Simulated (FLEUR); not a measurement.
The system is Ge.

```
CELL_PARAMETERS angstrom
-2.57449 2.57449 1.39741
2.57449 -2.57449 1.39741
2.57449 2.57449 -1.39741
ATOMIC_POSITIONS crystal
Ge 0.50000 0.50000 0.00000
Ge 0.25000 0.75000 0.50000
```

This isn't the form of Ge at room conditions, which is diamond.

| Quantity | Value |
| --- | --- |
| Program | FLEUR MaX-R8.1 (later development tree) |
| Task | single point |
| Functional | PBEsol |
| Potentials or basis | all-electron |
| Basis | FLAPW |
| Kmax | 4.34 1/bohr |
| k mesh | 11 × 11 × 11 |
| Occupations | fermi-dirac, width 0.05 eV |
| Spin | no spin polarisation |
| Gmax | 13.4 1/bohr |
| Muffin-tin radii | Ge 2.26 bohr |
| lmax | Ge 9 |
| lnonsphr | Ge 9 |
| Local orbitals a species | Ge 6 |
| Max iterations | 60 |
| Mixing factor | 0.05 |
| Mixer | Anderson |
| Mixer history | 15 |

On this cell: largest force under 0.003 eV/Å; band gap on the k mesh none (metal or under the smearing width).

The same run follows on a disturbed copy (atoms moved at random, drawn with an rms of 0.05 Å):

```
CELL_PARAMETERS angstrom
-2.57449 2.57449 1.39741
2.57449 -2.57449 1.39741
2.57449 2.57449 -1.39741
ATOMIC_POSITIONS crystal
Ge 0.47893 0.47435 0.99328
Ge 0.24504 0.74252 0.50691
```

Q: What changes?

A: The energy (extrapolated to zero smearing) moves by +2.4 meV/atom; largest force 0.185 eV/Å; band gap on the k mesh none (metal or under the smearing width).

Forces on the atoms (eV/Å):
```
Ge   0.155  0.099  0.020
Ge  -0.155 -0.099 -0.020
```
